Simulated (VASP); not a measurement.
Wanted: the native input for a VASP 6.6.1 run.

- Task: relaxation of cell and atoms
- Functional: PBEsol
- Potentials or basis: VASP PAW PBE potentials, release 64 (Sn_d, S)
- Cutoff: 600 eV
- k mesh: 4 × 8 × 6
- Occupations: gaussian, width 0.03 eV
- Spin: no spin polarisation
- Further INCAR settings: ALGO = Normal; EDIFF = 1e-07; IBRION = 2; EDIFFG = -0.005; NSW = 90; ISIF = 3

The structure of SnS lies in POSCAR:

```
SnS                                     
1.0
   11.0829687475      0.0000000000      0.0000000000
    0.0000000000      3.9844557026     -0.0000000000
    0.0000000000     -0.0000000000      4.2424904910
  Sn              S             
     4     4
Direct
     0.1183073383210545    0.2500000000000000    0.1134200440550193
     0.3816926616789455    0.7500000000000000    0.6134200440550192
     0.6183073383210547    0.2500000000000000    0.3865799559449807
     0.8816926616789453    0.7500000000000000    0.8865799559449808
     0.8534911899086042    0.2500000000000000    0.4730776793230354
     0.6465088100913958    0.7500000000000000    0.9730776793230351
     0.3534911899086045    0.2500000000000000    0.0269223206769646
     0.1465088100913955    0.7500000000000000    0.5269223206769649
```

These files were run (other wordings do the same):

INCAR

```
ALGO     = Normal         # electronic algorithm
EDIFF    = 1E-7           # SCF threshold, eV
EDIFFG   = -0.005         # ionic threshold
ENCUT    = 600            # plane-wave cutoff, eV
GGA      = PS             # functional
IBRION   = 2              # ionic algorithm
ISIF     = 3              # what is computed and relaxed
ISMEAR   = 0              # smearing method
KPAR     = 2            
LASPH    = True           # aspherical terms in the spheres
LCHARG   = False          # write CHGCAR
LREAL    = False          # projectors in reciprocal space
LWAVE    = False          # write WAVECAR
NELM     = 80             # most SCF steps
NSW      = 90             # ionic steps
PREC     = Accurate       # precision mode
SIGMA    = 0.03           # smearing width, eV
```

KPOINTS

```
k-points
0
Gamma
  4 8 6
```

Potentials or basis: VASP PAW PBE potentials, release 64 (Sn_d, S).

Run with:

```bash
$ cat potpaw_PBE.64/Sn_d/POTCAR potpaw_PBE.64/S/POTCAR > POTCAR
$ mpirun -np 2 vasp_std > vasp.out
```

It gave:

| Property | Result |
| --- | --- |
| Relaxed volume | 23.40 Å³/atom |
| Relaxed cell | a = 11.102 Å, b = 3.986 Å, c = 4.230 Å, α = 90.00°, β = 90.00°, γ = 90.00° |
| Space group after relaxing (to 0.05 Å) | Pnma (No. 62) |
| Energy gained by relaxing | 0.0 meV/atom |
| Ionic steps | 14 |
| Pressure after relaxing | 0.0 GPa |
| Largest force after relaxing | 0.003 eV/Å |
| Band gap on the k mesh | 0.72 eV, indirect (least direct gap 1.08 eV) |

Caveat: the PAW data sets were made with another functional, which shifts forces and pressure a little; spin-orbit coupling is left out, which moves the levels of the heavy elements.

It took 69 min on 2 MPI ranks on Intel(R) Xeon(R) Platinum 8175M CPU @ 2.50GHz (Skylake/Cascade Lake), with other jobs on the host, peak memory 0.65 GiB a rank.
